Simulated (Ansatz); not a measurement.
# SiO2: tests of the settings

The task, for SiO2: see how the k-point mesh on the displaced cell moves the results.

Method: DFT LDA, scalar-relativistic, plane waves, PAW, in Ansatz 0.2.0.

2 further runs of the same task are left out: 1 for a broken database entry, 1 set aside as unsound or not needed. Runs told in other sessions of the task aren't counted.

### Step 1. The starting structure

The structure is tetragonal, space group I-42d (No. 122). Conventional cell: a = 4.748 Å, b = 4.748 Å, c = 7.488 Å, α = 90.00°, β = 90.00°, γ = 90.00°. Si (site symmetry -4) has 4 O at 1.62 Å in its first shell of neighbours. O (site symmetry 2) is surrounded by 2 Si at 1.62 Å.

Coordinates:

```xyz
6
Lattice="-2.3740 2.3740 3.7440 2.3740 -2.3740 3.7440 2.3740 2.3740 -3.7440" Properties=species:S:1:pos:R:3 pbc="T T T"
Si    0.0000    0.0000    0.0000
Si    0.0000    2.3740    1.8720
O     1.1870    2.9599    2.8080
O     0.5858    1.1870    0.9360
O    -1.1870    1.7882    2.8080
O    -0.5858    3.5611    0.9360
```

Source of the structure: the Crystallography Open Database. It is taken as it stands there.

### Step 2. The base run, which the others are set against

Contents of input.yaml:

```yaml
crystal:
  lattice:
    - [-2.37405, 2.37405, 3.744]
    - [2.37405, -2.37405, 3.744]
    - [2.37405, 2.37405, -3.744]
  atoms:
    - { symbol: Si, position: [0.0, 0.0, 0.0] }
    - { symbol: Si, position: [0.75, 0.25, 0.5] }
    - { symbol: O, position: [0.99838, 0.625, 0.87338] }
    - { symbol: O, position: [0.375, 0.24838, 0.37338] }
    - { symbol: O, position: [0.75162, 0.125, 0.12662] }
    - { symbol: O, position: [0.875, 0.00162, 0.62662] }
basis:
  ecutwfc: 420
kpoints:
  mp_grid: { grid: [8, 8, 8] }
hamiltonian:
  xc: lda
scf:
  occupations: { method: gaussian, width: 0.02 }
output:
  forces: true
  stress: true
  eigenvalues: true
  populations: true
```

Its results, from an earlier run: -574.2206 eV/atom at zero smearing, pressure -2.94 GPa, largest force 0.288 eV/Å, gap on the mesh 5.82 eV, in 6 SCF cycles and 11 s.

The runs on the displaced cell use a copy made earlier, with the atoms moved and the axes strained (about 1 %) at random, so that forces and shear stress do not vanish.

### Step 3. K-point mesh on the displaced cell set to 1×1×1

Contents of input.yaml:

```yaml
crystal:
  lattice:
    - [-2.3885848797, 2.4146137571, 3.7697606263]
    - [2.3704856368, -2.3478870885, 3.715972978]
    - [2.4211115729, 2.3804137817, -3.7274496093]
  atoms:
    - { symbol: Si, position: [-0.0307515946, -0.0022305666, -0.0007496808] }
    - { symbol: Si, position: [0.7266070421, 0.2897720004, 0.5390523173] }
    - { symbol: O, position: [0.9500067252, 0.6383290985, 0.8484468233] }
    - { symbol: O, position: [0.3664321211, 0.2330867362, 0.3625046623] }
    - { symbol: O, position: [0.7375185214, 0.1218099156, 0.1393711296] }
    - { symbol: O, position: [0.8822663358, 0.0196771364, 0.644932095] }
basis:
  ecutwfc: 420
kpoints:
  mp_grid: { grid: [1, 1, 1] }
hamiltonian:
  xc: lda
scf:
  occupations: { method: gaussian, width: 0.02 }
output:
  forces: true
  stress: true
  eigenvalues: true
```

On the command line:

```
> ansatz run input.yaml --threads 1 --pin off --max-ram 2560MiB --backend cpu --events-out ev --progress --plain --runs-dir out
```

The session goes on with these runs: K-point mesh on the displaced cell: 2×2×2; K-point mesh on the displaced cell: 2×2×4; K-point mesh on the displaced cell set to 4×4×4; K-point mesh on the displaced cell set to 4×4×6; K-point mesh on the displaced cell set to 6×6×6.

What results come out of these runs, taken together?

As calculated:

| quantity | value |
| --- | --- |
| k-point mesh on the displaced cell: within 10 and 1 meV/atom of 6×6×8 from | 2×2×2 for 10; 4×4×4 for 1 |

What this shows: In the sweep of the k-point mesh on the displaced cell, 4×4×4 already comes within 1 meV/atom of the reference, and so do all later runs, at about 0.24 of the reference's time. That is measured against the best run here, which may itself be short of the limit. A mesh shows the true gap only if it holds both band edges, so the gap need not fall steadily as the mesh grows. The energy moves one way along this series. Forces stay within 0.01 eV/Å of the reference from 4×4×4 on.
